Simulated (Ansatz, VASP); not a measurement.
**One calculation of ZnS, two programs**

```
Zn S
1.0
     3.88251    0.00000    0.00000
    -1.94125    3.36235    0.00000
     0.00000    0.00000    6.36769
Zn S
2 2
Cartesian
  0.0000 2.2416 0.0017
  1.9413 1.1208 3.1855
  0.0000 2.2416 2.3862
  1.9413 1.1208 5.5700
```

Change from the starting cell: equal strain along all axes, cell held, atoms relaxed: +1.0 %.

Alike in both runs: functional PBE; k mesh 12 × 12 × 4; occupations gaussian, width 0.02 eV; no spin polarisation.

Ansatz relaxed the structure, and its values are those at the end. VASP's run is a single point on that final structure, the one shown.

|  | VASP | Ansatz |
| --- | --- | --- |
| version | VASP 6.6.1 | Ansatz 0.2.0 |
| potentials or method | VASP PAW PBE potentials, release 64 (Zn, S) | scalar-relativistic, plane waves, PAW |
| plane-wave cutoff (eV) | 520 | 420 |
| valence electrons in the cell | 36 | 36 |

```csv
,VASP,Ansatz,Ansatz less VASP
gap on the k mesh at the Fermi level (eV),1.95,1.95,-0.002
least direct gap on the mesh (eV),1.95,1.95,-0.002
pressure (GPa),-1.8,-1.9,-0.13
rms of the force components (eV/Å),0.004,0.004,+0.0001
```

Ansatz warned: «stress_scf_threshold_loose».

A k mesh can miss the band edges.
